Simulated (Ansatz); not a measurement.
# CuO (P6_3/mmc) in Ansatz: a series of runs

The runs below take CuO through single point, with PBE.

Program: Ansatz 0.2.0. These are calculated values, not measurements. Logs are shortened: lines on timing, memory, paths and dates and some standing lists are left out, and cuts for length are marked.

**1. Starting point**

It takes space group P6_3/mmc (No. 194, hexagonal). Conventional cell: a = 3.180 Å, b = 3.180 Å, c = 4.431 Å, α = 90.00°, β = 90.00°, γ = 120.00°. Cu (site symmetry -3m) is surrounded by 6 O at 2.14 Å and 2 Cu at 2.22 Å. O (site symmetry -6m2) has 6 Cu at 2.14 Å as nearest neighbours.

Measurements of this composition are mostly on another form, of space group No. 15.

**2. Single point, PBE, 9.12 Å³/atom (volume scaled by 0.94)**

File input.yaml:

```yaml
crystal:
  lattice:
    - [3.114626457, 0.0, 0.0]
    - [-1.5573132285, 2.6973456382, 0.0]
    - [0.0, 0.0, 4.34102676]
  atoms:
    - { symbol: Cu, position: [0.0, 0.0, 0.0] }
    - { symbol: Cu, position: [0.0, 0.0, 0.5] }
    - { symbol: O, position: [0.3333333333, 0.6666666667, 0.25] }
    - { symbol: O, position: [0.6666666667, 0.3333333333, 0.75] }
kpoints:
  mp_grid: { grid: [10, 10, 6] }
scf:
  occupations: { method: fermi_dirac, width: 0.05 }
hamiltonian:
  xc: pbe
  pseudopotentials: { kind: all_electron, lapw: { basis_error: 0.001 } }
output:
  forces: true
  stress: true
  eigenvalues: true
```

Potentials or basis: all-electron LAPW, scalar-relativistic.

Launch:

```
$ ansatz run input.yaml --threads 2 --pin off --max-ram 6144MiB --backend cpu --events-out ev --progress --plain --runs-dir out
```

The program printed:

```text
Warning: RAYON_NUM_THREADS=2 ignored (pool sized by the plan → 2); use --threads N
LAPW: plane waves up to 10.628 Å⁻¹, error target 1.0e-3 eV per atom; small_component_spin mean_spin; O in spheres of 1.015 Å, 8 of its electrons in bands, Dirac shells []; Cu in spheres of 1.085 Å, 19 of its electrons in bands, Dirac shells [] (how accurate: hamiltonian.pseudopotentials.lapw.basis_error, Limitations)
Engine: ansatz 0.2.0, x86_64-unknown-linux-gnu
Pseudopotentials: kind: all_electron
Pseudopotential: Cu, LAPW, valence charge 19, lapw/all_electron/scalar/gaussian/Cu, Koelling and Harmon's equation, gaussian nucleus
Pseudopotential: O, LAPW, valence charge 8, lapw/all_electron/scalar/gaussian/O, Koelling and Harmon's equation, gaussian nucleus
Functional definition: PBE
  parameter kappa = 0.804
  parameter beta = 0.06672455060314922
  exchange = pbe_x(kappa = kappa, mu = beta*pi^2/3)
  correlation = pbe_c(beta = beta)
Crystal: 4 atoms, lattice volume = 36.470 Å³
Basis set: ecut = 430.3571007813721 eV, 723 PW (Γ), exchange–correlation at level 2
Bands: 33, of which v1, the nominal top of the filled ones, is band 27 counted from 1 (26 counted from 0)
Symmetry: 24 space group operations
Space group: P63/mmc (ITA 194), of the structure as read, at distance tolerance 3.3e-5 Å
k-points: 56 of 600
Non-local potential: Cu, projectors of the file, none
Non-local potential: O, projectors of the file, none
Initial density: superposition of atomic densities (chi_scale 0.1, normalization cell, long waves kept (reshape's long-wave potential 0.00 eV rms))
Initial wavefunctions: plane waves of lowest kinetic energy (no species holds an atomic orbital)
Functional: x = pbe(κ = 0.804, μ = 0.2195149727645171), c = pbe(β = 0.06672455060314922)
iter 1 solved again at ethr=1.74e-2 eV; its pass at ethr=1.00e-1 eV (dr2=9.42e0 eV) is discarded
SCF iter   1: F=—  HF=-94166.357967 eV  |F-HF|=—  |Δ(HF+E_count)|=         —  Δρ=1.48e-1  dr2=9.42e0  ethr=1.74e-2  ⟨swp⟩=2.0  Hψ=11876  notcnv=0
preconditioner: auto → Kerker (q_TF=auto, 2.913 Å⁻¹)  [metal: Δε(μ)=0.013 eV  Ē_g=12.412 eV  σ=0.050 eV  W_gap=0.07  n_scr=22 (ndim 8)  ℏωp=35.9 eV  f_vac=0.003  D(μ)=7.12/eV (n_scr^D=122)]
SCF iter   2: F=—  HF=-94166.878031 eV  |F-HF|=—  |Δ(HF+E_count)|=   5.20e-1  Δρ=8.18e-2  dr2=2.54e0  ethr=1.74e-2  ⟨swp⟩=3.0  Hψ=5711  notcnv=0
SCF iter   3: F=—  HF=-94160.980004 eV  |F-HF|=—  |Δ(HF+E_count)|=    5.90e0  Δρ=2.78e-2  dr2=3.42e-1  ethr=4.71e-3  ⟨swp⟩=3.0  Hψ=5787  notcnv=0
SCF iter   4: F=—  HF=-94160.878730 eV  |F-HF|=—  |Δ(HF+E_count)|=         —  Δρ=2.00e-2  dr2=1.92e-1  ethr=6.34e-4  ⟨swp⟩=2.0  Hψ=5643  notcnv=0
the basis was enlarged: its passes take 216.6 KiB over the memory plan, 2 of 2 planned eigensolver slots
iter 5 solved again at ethr=7.40e-6 eV; its pass at ethr=3.55e-4 eV (dr2=4.00e-3 eV) is discarded
SCF iter   5: F=—  HF=-94160.868670 eV  |F-HF|=—  |Δ(HF+E_count)|=   1.01e-2  Δρ=4.59e-3  dr2=4.00e-3  ethr=7.40e-6  ⟨swp⟩=2.0  Hψ=9448  notcnv=0
SCF iter   6: F=—  HF=-94160.874101 eV  |F-HF|=—  |Δ(HF+E_count)|=   5.43e-3  Δρ=3.29e-3  dr2=5.08e-3  ethr=7.40e-6  ⟨swp⟩=3.0  Hψ=6008  notcnv=0
SCF iter   7: F=—  HF=-94160.871493 eV  |F-HF|=—  |Δ(HF+E_count)|=   2.61e-3  Δρ=7.60e-4  dr2=2.79e-4  ethr=7.40e-6  ⟨swp⟩=2.0  Hψ=5369  notcnv=0
SCF iter   8: F=—  HF=-94160.871409 eV  |F-HF|=—  |Δ(HF+E_count)|=   8.40e-5  Δρ=1.85e-4  dr2=1.08e-5  ethr=5.17e-7  ⟨swp⟩=2.0  Hψ=5370  notcnv=0
SCF iter   9: F=—  HF=-94160.871409 eV  |F-HF|=—  |Δ(HF+E_count)|=   3.35e-7  Δρ=8.78e-5  dr2=3.72e-6  ethr=2.00e-8  ⟨swp⟩=3.0  Hψ=5481  notcnv=0
SCF iter  10: F=—  HF=-94160.871408 eV  |F-HF|=—  |Δ(HF+E_count)|=   1.36e-6  Δρ=1.67e-5  dr2=1.12e-7  ethr=6.88e-9  ⟨swp⟩=2.0  Hψ=5370  notcnv=0
SCF iter  11: F=-94160.871408 eV  HF=-94160.871408 eV  |F-HF|=4.92e-8  |Δ(HF+E_count)|=   3.41e-8  Δρ=6.12e-6  dr2=1.53e-8  ethr=2.07e-10  ⟨swp⟩=3.0  Hψ=5492  notcnv=0
SCF 1 converged in 11 iterations: F = -94160.871408 eV  dr2 = 1.53e-8
SCF converged after 11 iterations
Free energy (F): -94160.871408 eV
Harris-Foulkes:  -94160.871408 eV  (|F-HF|=4.92e-8)
Internal energy: -94160.845586 eV  (E = F + TS)
E sigma→0 (E₀):  -94160.858497 eV
Entropy (-TS):   -0.025822 eV (-6.455 meV/atom)
Fermi energy:    13.777833 eV
--- Per-component energies (eV) ---
  E_band       = -2741.719712
  E_kinetic    = 95715.021500
  E_xc         = -4146.245732
  E_electrostatic = -185729.621354  (all electrons and nuclei)
  E_smearing   = -0.025822  (= −TS)
  E_closure    = 0.000000  (closes the sum)
  E_atoms      = -94142.871920  (free atoms, spherical and without spin; not in F)
  Σ components = -94160.871408   (vs F -94160.871408, Δ=0.00e0)
  Basis errors (estimates in eV, not in F): energy 2.3e-4 per atom: plane waves 1.8e-4 (9.8e-5 summed), levels above the bands 7.2e-102, relativity 3.8e-8, radial functions 4.6e-5, core shells 4.3e-9; eigenvalues (radial functions only) 1.5e-6; not estimated: angular momenta, meshes, grids; target (lapw.basis_error) 1.0e-3; muffin-tin radii O 1.015 Å, Cu 1.085 Å
--- Forces (eV/Å), atoms counted from 1 ---
  atom   1  Cu     0.00000000    -0.00000000     0.00000000
  atom   2  Cu     0.00000000    -0.00000000     0.00000000
  atom   3  O      0.00000000    -0.00000000     0.00000000
  atom   4  O      0.00000000     0.00000000    -0.00000000
  max |Σ_I F_I| component: 4.63e-18 eV/Å
--- Stress (GPa, compression-positive) ---
        1.588031      -0.000000      -0.000000
       -0.000000       1.588031       0.000000
       -0.000000       0.000000      56.658109
  P = ⅓ Tr σ = 19.9447 GPa (199.447 kbar)
--- Band table (eV; the first three rows and the last of 56) ---
  k-point 0: bands = ["-492.7714", "-492.7714", "-98.6772", "-98.6347", "-56.3066", "-56.0185", "-56.0185", "-55.9848", "-55.9848", "-55.9714", "-6.0530", "-4.2583", "6.6349", "7.9266", "7.9266", "9.1657", "10.5803", "10.5803", "10.9803", "10.9803", "11.3761", "11.3761", "11.9586", "12.2513", "12.2513", "13.6931", "14.4254", "14.4254", "15.4616", "18.8715", "25.7889", "26.2384", "26.2384"]
  k-point 1: bands = ["-492.7714", "-492.7714", "-98.6744", "-98.6375", "-56.2843", "-56.0163", "-56.0163", "-55.9940", "-55.9871", "-55.9871", "-5.9514", "-4.4039", "6.8960", "8.0388", "8.0388", "9.3301", "10.3482", "10.3482", "10.6654", "10.6654", "11.4128", "11.7218", "11.7218", "12.4182", "12.4182", "13.2875", "14.3347", "14.3347", "16.0553", "18.9544", "25.8990", "26.4300", "26.4300"]
  k-point 2: bands = ["-492.7714", "-492.7714", "-98.6666", "-98.6453", "-56.2234", "-56.0558", "-56.0101", "-56.0101", "-55.9933", "-55.9933", "-5.6633", "-4.7773", "7.6111", "8.3680", "8.3680", "9.4581", "9.5720", "9.5720", "10.7304", "10.9031", "10.9031", "11.5798", "11.5798", "12.3406", "13.0164", "13.0164", "14.0622", "14.0622", "17.1895", "18.8627", "26.5550", "27.0063", "27.0063"]
  k-point 55: bands = ["-492.7714", "-492.7714", "-98.6555", "-98.6555", "-56.1389", "-56.1389", "-56.0073", "-56.0073", "-56.0060", "-56.0060", "-4.5863", "-4.5863", "7.1081", "7.1081", "7.9948", "7.9948", "9.2214", "9.2214", "11.1599", "11.1599", "11.4101", "11.4101", "11.8823", "11.8823", "12.2046", "12.2046", "14.2288", "14.2288", "21.2612", "21.2612", "23.9919", "23.9919", "25.2799"]
```

Wall time 51 s (2 threads of AMD EPYC (Zen 3), shared host); peak memory 0.58 GiB.

What came out:

- Free energy: -94160.8714 eV
- Pressure: 19.9 GPa
- Band gap on the k mesh: none (metal or under the smearing width)

Caveat: the run has no spin polarisation, though such a crystal can be magnetic; semilocal functionals often make such compounds metallic where correlation or magnetic order opens a gap, which also shifts bond lengths.

**3. Single point, PBE, 9.31 Å³/atom (volume scaled by 0.96)**

Changes to input.yaml since step 2:

```diff
@@ -2,5 +2,5 @@
   lattice:
-    - [3.114626457, 0.0, 0.0]
-    - [-1.5573132285, 2.6973456382, 0.0]
-    - [0.0, 0.0, 4.34102676]
+    - [3.1365611688, 0.0, 0.0]
+    - [-1.5682805844, 2.7163416559, 0.0]
+    - [0.0, 0.0, 4.3715983782]
   atoms:
```

Potentials or basis: all-electron LAPW, scalar-relativistic.

Launch:

```
$ ansatz run input.yaml --threads 2 --pin off --max-ram 6144MiB --backend cpu --events-out ev --progress --plain --runs-dir out
```

Run time: 46 s. Hardware: 2 threads of AMD EPYC (Zen 3), shared host; peak memory 0.58 GiB.

The run converged. Its results:

```
Free energy            : -94160.9554 eV
Pressure               : 14.8 GPa
Band gap on the k mesh : none (metal or under the smearing width)
```

Caveat: the run has no spin polarisation, though such a crystal can be magnetic; semilocal functionals often make such compounds metallic where correlation or magnetic order opens a gap, which also shifts bond lengths.

**4. Single point, PBE, 9.51 Å³/atom (volume scaled by 0.98)**

Changes to input.yaml since step 3:

```diff
@@ -2,5 +2,5 @@
   lattice:
-    - [3.1365611688, 0.0, 0.0]
-    - [-1.5682805844, 2.7163416559, 0.0]
-    - [0.0, 0.0, 4.3715983782]
+    - [3.1581933087, 0.0, 0.0]
+    - [-1.5790966543, 2.7350756386, 0.0]
+    - [0.0, 0.0, 4.4017482853]
   atoms:
```

Launch:

```
$ ansatz run input.yaml --threads 2 --pin off --max-ram 6144MiB --backend cpu --events-out ev --progress --plain --runs-dir out
```

Run time: 50 s. Hardware: 2 threads of AMD EPYC (Zen 3), shared host; peak memory 0.58 GiB.

The run converged. Its results:

```yaml
Free_energy: -94161.0160 eV
Pressure: 10.3 GPa
Band_gap_on_the_k_mesh: none (metal or under the smearing width)
```

Caveat: the run has no spin polarisation, though such a crystal can be magnetic; semilocal functionals often make such compounds metallic where correlation or magnetic order opens a gap, which also shifts bond lengths.

**5. Single point, PBE, 9.70 Å³/atom**

Changes to input.yaml since step 4:

```diff
@@ -2,5 +2,5 @@
   lattice:
-    - [3.1581933087, 0.0, 0.0]
-    - [-1.5790966543, 2.7350756386, 0.0]
-    - [0.0, 0.0, 4.4017482853]
+    - [3.1795331, 0.0, 0.0]
+    - [-1.58976655, 2.75355644, 0.0]
+    - [0.0, 0.0, 4.43149073]
   atoms:
```

Launch:

```
$ ansatz run input.yaml --threads 2 --pin off --max-ram 6144MiB --backend cpu --events-out ev --progress --plain --runs-dir out
```

Run time: 41 s. Hardware: 2 threads of AMD EPYC (Zen 3), shared host; peak memory 0.59 GiB.

Results (log left out):

- Free energy: -94161.0557 eV
- Pressure: 6.2 GPa
- Band gap on the k mesh: none (metal or under the smearing width)

Caveat: the run has no spin polarisation, though such a crystal can be magnetic; semilocal functionals often make such compounds metallic where correlation or magnetic order opens a gap, which also shifts bond lengths.

**6. Single point, PBE, 9.89 Å³/atom (volume scaled by 1.02)**

Changes to input.yaml since step 5:

```diff
@@ -2,5 +2,5 @@
   lattice:
-    - [3.1795331, 0.0, 0.0]
-    - [-1.58976655, 2.75355644, 0.0]
-    - [0.0, 0.0, 4.43149073]
+    - [3.2005902243, 0.0, 0.0]
+    - [-1.6002951121, 2.7717924446, 0.0]
+    - [0.0, 0.0, 4.460839206]
   atoms:
```

Potentials or basis: all-electron LAPW, scalar-relativistic.

Launch:

```
$ ansatz run input.yaml --threads 2 --pin off --max-ram 6144MiB --backend cpu --events-out ev --progress --plain --runs-dir out
```

Wall time 38 s (2 threads of AMD EPYC (Zen 3), shared host); peak memory 0.59 GiB.

Results (log left out):

| Property | Result |
| --- | --- |
| Free energy | -94161.0766 eV |
| Pressure | 2.5 GPa |
| Band gap on the k mesh | none (metal or under the smearing width) |

Caveat: the run has no spin polarisation, though such a crystal can be magnetic; semilocal functionals often make such compounds metallic where correlation or magnetic order opens a gap, which also shifts bond lengths.

**7. Single point, PBE, 10.09 Å³/atom (volume scaled by 1.04)**

Changes to input.yaml since step 6:

```diff
@@ -2,5 +2,5 @@
   lattice:
-    - [3.2005902243, 0.0, 0.0]
-    - [-1.6002951121, 2.7717924446, 0.0]
-    - [0.0, 0.0, 4.460839206]
+    - [3.22137386, 0.0, 0.0]
+    - [-1.61068693, 2.7897916011, 0.0]
+    - [0.0, 0.0, 4.489806506]
   atoms:
```

Launch:

```
$ ansatz run input.yaml --threads 2 --pin off --max-ram 6144MiB --backend cpu --events-out ev --progress --plain --runs-dir out
```

Run time: 42 s. Hardware: 2 threads of AMD EPYC (Zen 3), shared host; peak memory 0.6 GiB.

The run converged. Its results:

```yaml
Free_energy: -94161.0808 eV
Pressure: -0.7 GPa
Band_gap_on_the_k_mesh: none (metal or under the smearing width)
```

Caveat: the run has no spin polarisation, though such a crystal can be magnetic; semilocal functionals often make such compounds metallic where correlation or magnetic order opens a gap, which also shifts bond lengths.

**8. Single point, PBE, 10.28 Å³/atom (volume scaled by 1.06)**

Changes to input.yaml since step 7:

```diff
@@ -2,5 +2,5 @@
   lattice:
-    - [3.22137386, 0.0, 0.0]
-    - [-1.61068693, 2.7897916011, 0.0]
-    - [0.0, 0.0, 4.489806506]
+    - [3.2418927181, 0.0, 0.0]
+    - [-1.620946359, 2.8075614535, 0.0]
+    - [0.0, 0.0, 4.5184047708]
   atoms:
```

Launch:

```
$ ansatz run input.yaml --threads 2 --pin off --max-ram 6144MiB --backend cpu --events-out ev --progress --plain --runs-dir out
```

Wall time 36 s (2 threads of AMD EPYC (Zen 3), shared host); peak memory 0.58 GiB.

The run converged. Its results:

| Item | Value |
| --- | --- |
| Free energy | -94161.0700 eV |
| Pressure | -3.7 GPa |
| Band gap on the k mesh | none (metal or under the smearing width) |

Caveat: the run has no spin polarisation, though such a crystal can be magnetic; semilocal functionals often make such compounds metallic where correlation or magnetic order opens a gap, which also shifts bond lengths.

**9. The reference run**

An earlier run on the cell as given: functional PBE; potentials or basis all-electron LAPW, scalar-relativistic; cutoff 411 eV (chosen from the basis error); basis error allowed 0.001 eV/atom; k mesh 10 × 10 × 6; occupations fermi-dirac, width 0.05 eV; no spin polarisation.

- Pressure: 6.2 GPa
- Band gap on the k mesh: none (metal or under the smearing width)
- Loewdin charges: Cu +1.01; O -0.89 e
